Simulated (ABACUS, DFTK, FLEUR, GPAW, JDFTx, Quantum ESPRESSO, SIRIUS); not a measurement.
**MnS: programs and potentials compared**

```
Mn S
1.0
     3.95358    0.00000    0.00000
    -1.97679    3.42390    0.00000
     0.00000    0.00000    6.34253
Mn S
2 2
Direct
  0.66667 0.33333 0.49884
  0.33333 0.66667 0.99884
  0.33333 0.66667 0.62615
  0.66667 0.33333 0.12615
```

The cell is a database's computed one, not the measured one.

Alike in all runs: task single point; functional PBEsol; k mesh 8 × 8 × 4; occupations fermi-dirac, width 0.05 eV; collinear spin, ferromagnetic start; no spin-orbit coupling. Pressure is positive in compression and, in plane waves, holds the error of the finite cutoff.

```csv
program and potentials,plane-wave cutoff (eV),notes,pressure (GPa),net moment per atom (μB),largest force (eV/Å)
"ABACUS, PseudoDojo NC SR 0.4.1 PBEsol standard, plane waves",1320,-,-0.12,2.47,0.276
"SIRIUS, all-electron FP-LAPW, apw+lo standard",-,-,-,2.44,0.274
"DFTK, PseudoDojo SR PBEsol 0.4.1 standard (PBEsol)",1306,-,-0.12,2.47,0.275
"GPAW, PAW data sets generated for this functional",600,-,-0.25,2.45,0.281
"Quantum ESPRESSO, GBRV 1.5 PBEsol",612,-,-0.46,2.46,0.273
"FLEUR, all-electron, FLAPW",-,-,-,2.45,0.273
"SIRIUS, PseudoDojo 0.4.1 PBEsol standard (scalar relativistic)",1307,-,-0.12,2.47,0.275
"JDFTx, PseudoDojo-SR-PBEsol-0.4.1-standard with smoothed tails",1306,-,-0.11,2.47,0.275
```

Force on atom 1 (Mn), eV/Å:

| program and potentials | x | y | z |
| --- | --- | --- | --- |
| ABACUS, PseudoDojo NC SR 0.4.1 PBEsol standard, plane waves | 0.000 | 0.000 | 0.276 |
| SIRIUS, all-electron FP-LAPW, apw+lo standard | 0.000 | 0.000 | 0.274 |
| DFTK, PseudoDojo SR PBEsol 0.4.1 standard (PBEsol) | 0.000 | 0.000 | 0.275 |
| GPAW, PAW data sets generated for this functional | 0.000 | 0.000 | 0.281 |
| Quantum ESPRESSO, GBRV 1.5 PBEsol | 0.000 | 0.000 | 0.273 |
| FLEUR, all-electron, FLAPW | 0.000 | 0.000 | 0.273 |
| SIRIUS, PseudoDojo 0.4.1 PBEsol standard (scalar relativistic) | 0.000 | 0.000 | 0.275 |
| JDFTx, PseudoDojo-SR-PBEsol-0.4.1-standard with smoothed tails | 0.000 | 0.000 | 0.275 |

The pressure spans -0.46 (Quantum ESPRESSO, GBRV 1.5 PBEsol) to -0.11 GPa (JDFTx, PseudoDojo-SR-PBEsol-0.4.1-standard with smoothed tails). The net moment per atom spans 2.44 (SIRIUS, all-electron FP-LAPW, apw+lo standard) to 2.47 μB (SIRIUS, PseudoDojo 0.4.1 PBEsol standard (scalar relativistic)), with all-electron results at 2.44 to 2.45. The state is the one that the start led to, which needn't be the lowest.

Differences between rows come from potentials, basis sets and numerical settings, since the functional is the same but for its coding. Runs on potential files found faulty are left out.
